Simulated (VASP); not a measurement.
Here is a VASP 6.6.1 calculation.

File INCAR:

```
SYSTEM = Ti
ALGO = Normal ; EDIFF = 1E-7
EDIFFG = -0.01 ; ENCUT = 600
IBRION = 2 ; ISIF = 4
ISMEAR = 1 ; LASPH = .TRUE.
LCHARG = .FALSE. ; LMIXTAU = .TRUE.
LREAL = .FALSE. ; LWAVE = .FALSE.
METAGGA = R2SCAN ; NELM = 80
NSW = 40 ; PREC = Accurate
SIGMA = 0.1
```

The input KPOINTS:

```
k-points
0
G
  15 15 8
  0 0 0
```

File POSCAR:

```
Ti                                      
1.0
    2.9782641339      0.0000000000      0.0000000000
   -1.4891320670      2.5792523993      0.0000000000
    0.0000000000      0.0000000000      4.7030775585
  Ti            
     2
Direct
     0.3333333332999970    0.6666666667000030    0.2500000000000000
     0.6666666667000030    0.3333333332999970    0.7500000000000000
```

Potentials or basis: VASP PAW PBE potentials, release 64 (Ti_sv).

Command:

```sh
$ cat potpaw_PBE.64/Ti_sv/POTCAR > POTCAR
$ mpirun -np 1 vasp_std > vasp.out
```

**Question.** What does it give for the band gap on the k mesh?

**Answer.** None (metal or under the smearing width).

Final structure:
```yaml
crystal:
  lattice:
    - [2.97826, 0.00000, 0.00000]
    - [-1.48913, 2.57925, 0.00000]
    - [0.00000, 0.00000, 4.70308]
  atoms:
    - { symbol: Ti, position: [0.33333, 0.66667, 0.25000] }
    - { symbol: Ti, position: [0.66667, 0.33333, 0.75000] }
```

Caveat: the relaxation stopped at its first step, so nothing moved.
